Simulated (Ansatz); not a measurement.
**What DFT gives for SnSe**

```yaml
crystal:
  lattice:
    - [6.06429, 0.00000, 0.00000]
    - [0.06562, 6.06393, 0.00000]
    - [0.06562, 0.06491, 6.06358]
  atoms:
    - { symbol: Sn, position: [0.00000, 0.00000, 0.00000] }
    - { symbol: Sn, position: [0.50000, 0.50000, 0.00000] }
    - { symbol: Sn, position: [0.00000, 0.50000, 0.50000] }
    - { symbol: Sn, position: [0.50000, 0.00000, 0.50000] }
    - { symbol: Se, position: [0.50000, 0.50000, 0.50000] }
    - { symbol: Se, position: [0.00000, 0.00000, 0.50000] }
    - { symbol: Se, position: [0.50000, 0.00000, 0.00000] }
    - { symbol: Se, position: [0.00000, 0.50000, 0.00000] }
```

The numbers come from plane-wave PAW DFT (Ansatz): PBE, no spin polarisation, 420 eV, 6×6×6 Γ-centred k points, fermi-dirac occupations (width 0.1 eV). Nothing was relaxed.

Task: Is the cell too large or too small?

Result: The pressure is -0.1 GPa (compression positive), so with the atoms held at these fractions the cell is close to zero pressure.

Task: What is the formation energy?

Result: -0.43 eV an atom against the elements' usual phases (free molecules for gases, crystals otherwise, with no correction for O₂ or N₂), so it is bound against them; other compounds may still compete. Relaxing would lower it.

Task: Which element gives electrons and which takes them?

Result: Bader charges in e: Sn +0.87, Se -0.87. In the mean Sn gives up most and Se takes most.

Task: Metal or insulator?

Result: Counting bands on this mesh leaves a gap of 0.26 eV, but it is narrow, so a finer mesh and a narrower smearing would have to settle it.

Task: Describe some of the short contacts.

Result: Sn–Se at 3.03 Å: least valence density 0.21 e/Å³ and ELF 0.35 there. Both are smooth PAW fields, read partly inside the augmentation spheres.

Origin: a known structure type with other elements, at an estimated volume, so it need not be a known compound. Caveats: the gap is not wide against the smearing.

Cost: 81 s on 1 thread of Intel(R) Xeon(R) Platinum 8375C CPU @ 2.90GHz (Ice Lake), on a shared host, peak memory 0.74 GiB (start from a saved density). The time holds forces, stress, Bader, DOS, ELF.
